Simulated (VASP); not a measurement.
# H2CO in VASP: notebook

The runs below take H2CO through single point, with PBE+D3(BJ).

Everything below comes from runs of VASP 6.6.1. Logs are shortened: lines on timing, memory, paths and dates and some standing lists are left out, and cuts for length are marked.

### 1 The structure

The cell holds a amorphous, 40 atoms: a = 8.481 Å, b = 8.481 Å, c = 8.481 Å, α = 90.00°, β = 90.00°, γ = 90.00°.

The cell was built by a generator and needn't be a form met in nature.

### 2 Single point, PBE+D3(BJ)

Input file INCAR:

```
SYSTEM = H2CO
ALGO     = Normal         ! electronic algorithm
EDIFF    = 1E-6           ! SCF threshold, eV
ENCUT    = 520            ! plane-wave cutoff, eV
GGA      = PE             ! functional
ISIF     = 2              ! what is computed and relaxed
ISMEAR   = -1             ! smearing method
IVDW     = 12             ! dispersion correction
LASPH    = .True.         ! aspherical terms in the spheres
LCHARG   = .True.         ! write CHGCAR
LELF     = .True.         ! ELF
LREAL    = Auto         
LVHAR    = .True.       
LWAVE    = .False.        ! write WAVECAR
NBANDS   = 86             ! bands
NELM     = 100            ! most SCF steps
PREC     = Accurate       ! precision mode
SIGMA    = 0.02           ! smearing width, eV
```

Input file KPOINTS:

```
k-points
0
Gamma
  1 1 1
  0 0 0
```

Input file POSCAR:

```
H2CO
1.0
    8.4809260000      0.0000000000      0.0000000000
    0.0000000000      8.4809260000      0.0000000000
    0.0000000000      0.0000000000      8.4809260000
O C H
10 10 20
Direct
    0.1886114795      0.4537594126      0.4110282297
    0.2866786009      0.6935799228      0.9135323195
    0.6868471674      0.0769845180      1.0056449025
    0.3998502050      0.8846439646      0.3516125480
    0.6642435036      0.4779077190      0.3642998418
    0.0260466841      0.0777627349      0.2530501976
    0.7120330964      1.0966019512      0.6253798229
    0.3861488710      0.0788121486      0.8204764433
    0.9483870040      0.6216302324      0.1799095995
    0.6885922599      0.6878376253      0.6573220896
    0.3045068428      0.4347638454      0.3336663944
    0.1671397675      0.7650225931      0.8964705033
    0.6644911181      0.2075127174      0.9525021206
    0.4787920564      0.9511697190      0.2548188724
    0.7295193945      0.4030456108      0.4633927946
    0.0477306370      0.2070292796      0.1825154470
    0.8354512231      1.0311845664      0.6198615576
    0.2928100068      0.0969115872      0.7165726950
    0.9238260067      0.7579243116      0.2066637535
    0.6088721916      0.6499290290      0.7681472518
    0.3433469411      0.5143777932      0.2362949518
    0.3682145087      0.3217808999      0.3505513431
    0.0834814500      0.7324671858      0.7997475747
    0.1357634768      0.8704827751      0.9631377517
    0.6013258458      0.3107915338      1.0147123085
    0.7050998912      0.2526021333      0.8285180180
    0.4399519581      0.9733606920      0.1383811155
    0.6071978461      1.0032748782      0.2878459263
    0.6953250152      0.4296228973      0.5873179415
    0.8374203477      0.3414721458      0.4281607928
   -0.0399366767      0.3039880315      0.1789073504
    0.1546293412      0.2263667906      0.1145040058
    0.8468179064      0.9129781347      0.6867764204
    0.9326693807      1.0448859004      0.5364390634
    0.3137746987      0.1686608278      0.6061838059
    0.1869017605      0.0199034870      0.6842531110
    0.9158905525      0.8055016634      0.3337960973
    0.9109972189      0.8460043160      0.1158717810
    0.6609066038      0.6429958238      0.8858584546
    0.4776718957      0.6413096872      0.7602943358
```

Potentials or basis: VASP PAW PBE potentials, release 64 (O, C, H).

The run is started by

```
cat potpaw_PBE.64/O/POTCAR potpaw_PBE.64/C/POTCAR potpaw_PBE.64/H/POTCAR > POTCAR
mpirun -np 1 vasp_gam > vasp.out
```

OUTCAR:

```text
SYSTEM = H2CO
   EDIFF = 1E-6
   ENCUT = 520
   GGA = PE
   ISIF = 2
   ISMEAR = -1
   IVDW = 12
   LASPH = .True.
   LREAL = Auto
   NELM = 100
   PREC = Accurate
 IVDW          = 12

 ion  position               nearest neighbor table
   1  0.189  0.454  0.411-  11 1.19
   2  0.287  0.694  0.914-  12 1.19
   3  0.687  0.077  0.006-  13 1.21
   4  0.400  0.885  0.352-  14 1.20
   5  0.664  0.478  0.364-  15 1.19
   6  0.026  0.078  0.253-  16 1.26
   7  0.712  0.097  0.625-  17 1.19
   8  0.386  0.079  0.820-  18 1.19
   9  0.948  0.622  0.180-  19 1.20
  10  0.689  0.688  0.657-  20 1.20
  11  0.305  0.435  0.334-  22 1.11  21 1.12   1 1.19
  12  0.167  0.765  0.896-  24 1.09  23 1.12   2 1.19
  13  0.664  0.208  0.953-  25 1.15  26 1.17   3 1.21
  14  0.479  0.951  0.255-  27 1.06   4 1.20  28 1.21
  15  0.730  0.403  0.463-  30 1.10  29 1.11   5 1.19
  16  0.048  0.207  0.183-  32 1.09  31 1.11   6 1.26
  17  0.835  0.031  0.620-  34 1.09  33 1.16   7 1.19
  18  0.293  0.097  0.717-  35 1.13  36 1.14   8 1.19
  19  0.924  0.758  0.207-  38 1.08  37 1.15   9 1.20
  20  0.609  0.650  0.768-  39 1.09  40 1.12  10 1.20
  21  0.343  0.514  0.236-  11 1.12
  22  0.368  0.322  0.351-  11 1.11
  23  0.083  0.732  0.800-  12 1.12
  24  0.136  0.870  0.963-  12 1.09
  25  0.601  0.311  0.015-  13 1.15
  26  0.705  0.253  0.829-  13 1.17
[... 12 lines left out ...]
  39  0.661  0.643  0.886-  20 1.09
  40  0.478  0.641  0.760-  20 1.12

  LATTYP: Found a simple cubic cell.
 ALAT       =     8.4809260000

  Lattice vectors:

 A1 = (   8.4809260000,   0.0000000000,   0.0000000000)
 A2 = (   0.0000000000,   8.4809260000,   0.0000000000)
 A3 = (   0.0000000000,   0.0000000000,   8.4809260000)

Analysis of symmetry for initial positions (statically):
=====================================================================
 Subroutine PRICEL returns:
 Original cell was already a primitive cell.

 Routine SETGRP: Setting up the symmetry group for a
 simple cubic supercell.

 Subroutine GETGRP returns: Found  1 space group operations
 (whereof  1 operations were pure point group operations)
 out of a pool of 48 trial point group operations.

The static configuration has the point symmetry C_1 .

Analysis of symmetry for dynamics (positions and initial velocities):
=====================================================================
 Subroutine PRICEL returns:
 Original cell was already a primitive cell.

 Routine SETGRP: Setting up the symmetry group for a
 simple cubic supercell.

 Subroutine GETGRP returns: Found  1 space group operations
 (whereof  1 operations were pure point group operations)
 out of a pool of 48 trial point group operations.

The dynamic configuration has the point symmetry C_1 .

 Subroutine INISYM returns: Found  1 space group operations
 (whereof  1 operations are pure point group operations),
 and found     1 'primitive' translations

----------------------------------------------------------------------------------------

                                     Primitive cell

  volume of cell :     610.0000

  direct lattice vectors                    reciprocal lattice vectors
     8.480926000  0.000000000  0.000000000     0.117911653  0.000000000  0.000000000
     0.000000000  8.480926000  0.000000000     0.000000000  0.117911653  0.000000000
     0.000000000  0.000000000  8.480926000     0.000000000  0.000000000  0.117911653

  length of vectors
     8.480926000  8.480926000  8.480926000     0.117911653  0.117911653  0.117911653

  position of ions in fractional coordinates (direct lattice)
     0.188611479  0.453759413  0.411028230
     0.286678601  0.693579923  0.913532319
     0.686847167  0.076984518  0.005644903
     0.399850205  0.884643965  0.351612548
     0.664243504  0.477907719  0.364299842
     0.026046684  0.077762735  0.253050198
[... 32 lines left out ...]
     0.660906604  0.642995824  0.885858455
     0.477671896  0.641309687  0.760294336

  ion indices of the primitive-cell ions
   primitive index   ion index
                 1           1
                 2           2
                 3           3
                 4           4
                 5           5
                 6           6
[... 32 lines left out ...]
                39          39
                40          40

----------------------------------------------------------------------------------------

 KPOINTS: k-points

Automatic generation of k-mesh.
 Grid dimensions read from file:
 generate k-points for:    1    1    1

 Generating k-lattice:

  Cartesian coordinates                     Fractional coordinates (reciprocal lattice)
     0.117911653  0.000000000  0.000000000     1.000000000  0.000000000  0.000000000
     0.000000000  0.117911653  0.000000000     0.000000000  1.000000000  0.000000000
     0.000000000  0.000000000  0.117911653     0.000000000  0.000000000  1.000000000

  Length of vectors
     0.117911653  0.117911653  0.117911653

  Shift w.r.t. Gamma in fractional coordinates (k-lattice)
     0.000000000  0.000000000  0.000000000

 Subroutine IBZKPT returns following result:
 ===========================================

 Found      1 irreducible k-points:

 Following reciprocal coordinates:
            Coordinates               Weight
  0.000000  0.000000  0.000000      1.000000
   k-points           NKPTS =      1   k-points in BZ     NKDIM =      1   number of bands    NBANDS=     86
   number of dos      NEDOS =    301   number of ions     NIONS =     40
   total plane-waves  NPLWV = 262144
   dimension x,y,z NGX =    64 NGY =   64 NGZ =   64
   dimension x,y,z NGXF=   128 NGYF=  128 NGZF=  128
   ions per type =              10  10  20
   NGX,Y,Z   is equivalent  to a cutoff of  12.55, 12.55, 12.55 a.u.
   NGXF,Y,Z  is equivalent  to a cutoff of  25.09, 25.09, 25.09 a.u.
 SYSTEM =  H2CO
   PREC   = accura    normal or accurate (medium, high low for compatibility)
   ISTART =      0    job   : 0-new  1-cont  2-samecut
   ICHARG =      2    charge: 1-file 2-atom 10-const
   ISPIN  =      1    spin polarized calculation?
   LNONCOLLINEAR =      F non collinear calculations
   LSORBIT =      F    spin-orbit coupling
   LASPH  =      T    aspherical Exc in radial PAW
   ENCUT  =  520.0 eV  38.22 Ry    6.18 a.u.  15.77 15.77 15.77*2*pi/ulx,y,z
   NELM   =    100;   NELMIN=  2; NELMDL= -5     # of ELM steps
   EDIFF  = 0.1E-05   stopping-criterion for ELM
   LREAL  =      T    real-space projection
   EDIFFG = 0.1E-04   stopping-criterion for IOM
   NSW    =      0    number of steps for IOM
   IBRION =     -1    ionic relax: 0-MD 1-quasi-New 2-CG
   NFREE  =      0    steps in history (QN), initial steepest desc. (CG)
   ISIF   =      2    stress and relaxation
   ISYM   =      2    0-nonsym 1-usesym 2-fastsym
   POTIM  = 0.5000    time-step for ionic-motion
   TEBEG  =    0.0;   TEEND  =   0.0 temperature during run
   PSTRESS=    0.0 pullay stress
   NELECT =     120.0000    total number of electrons
   NUPDOWN=      -1.0000    fix difference up-down
   EMIN   =  10.00;   EMAX   =-10.00  energy-range for DOS
   EFERMI =   0.00;   METHOD = LEGACY
   ISMEAR =    -1;   SIGMA  =   0.02  broadening in eV -4-tet -1-fermi 0-gaus
   EFERMI_NEDOS =   21; number of points for ismear=-14 and -15
   IALGO  =     38    algorithm
   IMIX   =      4    mixing-type and parameters
     AMIX     =   0.40;   BMIX     =  1.00
     AMIX_MAG =   1.60;   BMIX_MAG =  1.00
  volume/ion in A,a.u.               =      15.25       102.91
  Fermi-wavevector in a.u.,A,eV,Ry     =   0.952121  1.799247 12.334140  0.906534
  Thomas-Fermi vector in A             =   2.080654
   LORBIT       =      0    0 simple, 1 ext, 2 COOP (PROOUT), +10 PAW based schemes
   GGA     = PE    functional components
   LHFCALC =     F    Hartree Fock is set to
   AEXX    =    0.0000 exact exchange contribution
   IVDW    =    12    specifies the selected vdW correction
   LEPSILON=     F    determine dielectric tensor
   LRPA    =     F    only Hartree local field effects (RPA)
 non-spin polarized calculation
  energy-cutoff  :      520.00
  volume of cell :      610.00
 maximum number of plane-waves:      8188
 NGX is ok and might be reduce to    64
   NGX = 31   NGY = 31   NGZ = 31

 number of electron     119.9999980 magnetization

 Free energy of the ion-electron system (eV)
  ---------------------------------------------------
  ext. energy  EPLUGINS =         0.00000000
  ---------------------------------------------------
  free energy    TOTEN  =      -220.80939882 eV

  energy without entropy =     -220.80939882  energy(sigma->0) =     -220.80939882

 E-fermi :  -2.3395     XC(G=0):  -6.0525

 val. band max:       -2.9015435649   @ k =   0.0000   0.0000   0.0000
 cond. band min:      -0.4121137574   @ k =   0.0000   0.0000   0.0000
 fundamental gap:      2.4894298075
 Fermi energy:        -2.3394999251

 k-point     1 :       0.0000    0.0000    0.0000
  band No.  band energies     occupation
      1     -24.4988      2.00000
      2     -24.3280      2.00000
      3     -24.2857      2.00000
      4     -23.9602      2.00000
      5     -23.8977      2.00000
      6     -23.8741      2.00000
[... 64 lines left out ...]
     71       2.0889      0.00000
     72       2.6964      0.00000
 [bands above 72 left out]

------------------------ aborting loop because EDIFF is reached ----------------------------------------

 Edisp (eV)   -1.43891

 E8    (eV) :    -0.3288

  FORCE on cell =-STRESS in cart. coord.  units (eV):
  Direction    XX          YY          ZZ          XY          YZ          ZX
  --------------------------------------------------------------------------------------
  -------------------------------------------------------------------------------------
  Total       8.02748     0.59883     5.71294    -5.25462    -1.16643    -1.07732
  in kB      21.08433     1.57285    15.00516   -13.80138    -3.06364    -2.82961
  external pressure =       12.55 kB  Pullay stress =        0.00 kB

 VOLUME and BASIS-vectors are now :
 -----------------------------------------------------------------------------
  energy-cutoff  :      520.00
  volume of cell :      610.00
      direct lattice vectors                 reciprocal lattice vectors
     8.480926000  0.000000000  0.000000000     0.117911653  0.000000000  0.000000000
     0.000000000  8.480926000  0.000000000     0.000000000  0.117911653  0.000000000
     0.000000000  0.000000000  8.480926000     0.000000000  0.000000000  0.117911653

 POSITION                                       TOTAL-FORCE (eV/Angst)
 -----------------------------------------------------------------------------------
      1.59960      3.84830      3.48590        -1.915421      0.840280      1.341847
      2.43130      5.88220      7.74760         1.900582     -1.148357      0.730580
      5.82510      0.65290      0.04787         0.237311      0.158888     -0.073749
      3.39110      7.50260      2.98200        -0.797112     -0.642816      0.830161
      5.63340      4.05310      3.08960        -1.917816      1.025423     -2.364518
      0.22090      0.65950      2.14610         0.347204      2.692322     -1.276998
[... 32 lines left out ...]
      5.60510      5.45320      7.51290         0.195095     -0.389320      0.756067
      4.05110      5.43890      6.44800         0.229966     -0.345410     -0.042399
 -----------------------------------------------------------------------------------
    total drift:                               -0.008826     -0.003169      0.006797

  FREE ENERGIE OF THE ION-ELECTRON SYSTEM (eV)
  ---------------------------------------------------
  free  energy   TOTEN  =      -222.2483107297 eV

  energy  without entropy=     -222.2483107297  energy(sigma->0) =     -222.24831073
```

Run time: 2.1 min. Hardware: 1 thread of AMD EPYC 7R43 (Zen 3), shared host; peak memory 0.49 GiB.

Results:

| Item | Value |
| --- | --- |
| Free energy | -222.2483 eV |
| Pressure | 1.3 GPa |
| Largest force | 4.441 eV/Å |
| Band gap on the k mesh | 2.49 eV, direct |
| Dispersion energy per atom | -0.036 eV |

Forces on the atoms (eV/Å):
```
O   -1.915  0.840  1.342
O    1.901 -1.148  0.731
O    0.237  0.159 -0.074
O   -0.797 -0.643  0.830
O   -1.918  1.025 -2.365
O    0.347  2.692 -1.277
O   -1.951  2.088 -0.328
O    0.276  0.101  1.478
O    0.308 -1.637 -0.605
O    0.991  0.302 -1.249
C    1.266 -0.907 -1.279
C   -1.753  0.595 -1.329
C   -0.153  1.955 -1.070
C    2.809  1.086  1.667
C    1.217  0.475  1.492
C   -0.996 -2.548  1.349
C    1.354 -4.198  0.514
C   -0.755 -0.698 -3.464
C   -0.147  1.079  2.246
C   -1.304  0.684  0.686
H    0.073  0.128  0.240
H    0.684 -0.039 -0.207
H   -0.192 -0.032  0.113
H   -0.079  0.518  0.615
H    0.248 -1.046  0.168
H   -0.197 -0.886  1.143
H   -0.486  0.227 -1.796
H   -1.660 -0.721 -0.528
H    0.336 -0.997  0.115
H    0.381 -0.830  0.507
H   -0.079 -0.073  0.225
H    0.721  0.096 -0.332
H    0.243  0.922  0.013
H    0.429  1.071 -0.516
H    0.263  0.594  0.732
H    0.141  0.079  1.183
H   -0.033 -0.360 -0.870
H   -0.236  0.780 -0.814
H    0.195 -0.389  0.756
H    0.230 -0.345 -0.042
```

Stress tensor (GPa, compression positive):
```
 2.11 -1.38 -0.28
-1.38  0.16 -0.31
-0.28 -0.31  1.50
```

Caveat: the standard files for N, O and F lose accuracy on very short bonds.

(Part 1 of 2 ends here.)
